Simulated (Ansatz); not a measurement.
# CuO: the cost of one run

Program: Ansatz 0.2.0. Level of theory: DFT PBE+U, scalar-relativistic, plane waves, PAW. These are calculated values, not measurements.

## (1) The starting structure

Symmetry: C2/c, No. 15, monoclinic system. The conventional cell has a = 4.684 Å, b = 3.423 Å, c = 5.129 Å, α = 90.00°, β = 99.54°, γ = 90.00°. Around Cu (site symmetry -1) lie 4 O at 1.95 to 1.96 Å. Around O (site symmetry 2) lie 4 Cu at 1.95 to 1.96 Å.

Coordinates:

```xyz
16
Lattice="3.8339 0.0000 5.0581 0.0000 3.4230 0.0000 -5.5341 0.0000 5.0581" Properties=species:S:1:pos:R:3 pbc="T T T"
Cu   -4.3631    0.8558    5.0581
Cu    0.3209    0.8558    5.0581
Cu   -2.0211    2.5673    5.0581
Cu    2.6629    2.5673    5.0581
Cu    0.7460    2.5673    2.5290
Cu   -0.1041    2.5673    7.5871
Cu   -1.5960    0.8558    2.5290
Cu   -2.4461    0.8558    7.5871
O    -0.2125    1.4322    1.2645
O    -1.0626    1.4322    6.3226
O    -3.4046    3.1437    6.3226
O     1.2794    3.1437    6.3226
O    -0.6375    1.9908    3.7935
O    -1.4876    1.9908    8.8516
O    -2.9795    0.2793    3.7935
O     1.7045    0.2793    3.7935
```

The structure rests on an entry of the Crystallography Open Database; cell or positions may have been set otherwise for this series.

## (2) Single point: CuO, moments ++++++++

Input file input.yaml:

```yaml
crystal:
  lattice:
    - [3.833939426, 0.0, 5.0580666287]
    - [0.0, 3.423, 0.0]
    - [-5.534060574, 0.0, 5.0580666287]
  atoms:
    - { symbol: Cu, position: [0.125, 0.25, 0.875], spin: 1.0 }
    - { symbol: Cu, position: [0.625, 0.25, 0.375], spin: 1.0 }
    - { symbol: Cu, position: [0.375, 0.75, 0.625], spin: 1.0 }
    - { symbol: Cu, position: [0.875, 0.75, 0.125], spin: 1.0 }
    - { symbol: Cu, position: [0.375, 0.75, 0.125], spin: 1.0 }
    - { symbol: Cu, position: [0.875, 0.75, 0.625], spin: 1.0 }
    - { symbol: Cu, position: [0.125, 0.25, 0.375], spin: 1.0 }
    - { symbol: Cu, position: [0.625, 0.25, 0.875], spin: 1.0 }
    - { symbol: O, position: [0.125, 0.4184, 0.125] }
    - { symbol: O, position: [0.625, 0.4184, 0.625] }
    - { symbol: O, position: [0.375, 0.9184, 0.875] }
    - { symbol: O, position: [0.875, 0.9184, 0.375] }
    - { symbol: O, position: [0.375, 0.5816, 0.375] }
    - { symbol: O, position: [0.875, 0.5816, 0.875] }
    - { symbol: O, position: [0.125, 0.0816, 0.625] }
    - { symbol: O, position: [0.625, 0.0816, 0.125] }
magnetization:
  spin_polarized: true
scf:
  occupations: { method: gaussian, width: 0.02 }
output:
  forces: true
  stress: true
  populations: true
hamiltonian:
  hubbard: { sites: [{ species: Cu, l: d, u_eff: 8.0 }] }
  xc: pbe
kpoints:
  mp_grid: { grid: [3, 6, 3] }
```

Command:

```bash
$ ansatz run input.yaml --threads 4 --pin off --max-ram 12288MiB --backend cpu --events-out ev --progress --plain --runs-dir out
```

What time and memory should one allow on 4 threads of Intel Xeon 6975P-C (Granite Rapids), shared host?

About 20 s, with a peak of 1.2 GiB.
